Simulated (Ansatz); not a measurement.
# K under changes of volume

One of the cells (78.519 Å³/atom); the others are scaled copies at fixed shape and fractional positions:

```xyz
1
Lattice="-2.6976 2.6976 2.6976 2.6976 -2.6976 2.6976 2.6976 2.6976 -2.6976" Properties=species:S:1:pos:R:3 pbc="T T T"
K     0.0000    0.0000    0.0000
```

* Program: Ansatz 0.2.0
* Functional: PBE
* Potentials or basis: all-electron LAPW, scalar-relativistic
* Cutoff: 58 eV (chosen from the basis error)
* Basis error allowed: 0.0005 eV/atom
* k mesh: 7 × 7 × 7
* Occupations: fermi-dirac, width 0.05 eV
* Spin: no spin polarisation

```tsv
volume (Å³/atom)	energy over the lowest point (meV/atom)	pressure (GPa)
73.807	0.00	0.0
75.378	0.46	-0.1
76.948	?	?
78.519	3.33	-0.2
80.089	5.62	-0.3
81.659	8.38	-0.3
83.230	11.61	-0.3
```

Problem. What does the run at 76.948 Å³/atom give?

Solution. Energy over the lowest point 1.59 meV/atom; pressure -0.1 GPa.

Worked out: A Birch-Murnaghan fit of order 3 (a polynomial in V^(-2/3)) to the other rows has its minimum at 73.59 Å³/atom, just outside them, with B0 = V·E''(V) = 3.6 GPa and B' = 3.9. It gives 1.59 meV/atom at 76.948 Å³/atom, against the run's 1.59, and -dE/dV = -0.1 GPa, against -0.1.

Energies are extrapolated to zero smearing.
